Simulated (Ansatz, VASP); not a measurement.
## Sc: VASP beside Ansatz

```
CELL_PARAMETERS angstrom
-1.36659 1.36659 1.36659
1.36659 -1.36659 1.36659
1.36659 1.36659 -1.36659
ATOMIC_POSITIONS crystal
Sc 0.00000 0.00000 0.00000
```

Change from the starting cell: volume scaled by 0.45, PAW files, source ansatz.

Alike in both runs: task single point; functional LDA; k mesh 17 × 17 × 17; occupations fermi-dirac, width 0.05 eV; no spin polarisation.

|  | VASP | Ansatz |
| --- | --- | --- |
| version | VASP 6.6.1 | Ansatz 0.2.0 |
| potentials or method | VASP PAW LDA potentials, release 64 (Sc_sv) | PAW with other files of Ansatz's library (source ansatz), scalar-relativistic |
| plane-wave cutoff (eV) | 520 | 610 |
| valence electrons in the cell | 11 | 11 |

```csv
,VASP,Ansatz,Ansatz less VASP
pressure (GPa),138.8,135.2,-3.60
```

Caveats: the cell as given lies far from equilibrium; so large a pressure means that the cell lies far from this level's equilibrium, or that cutoff or potentials fall short (VASP).
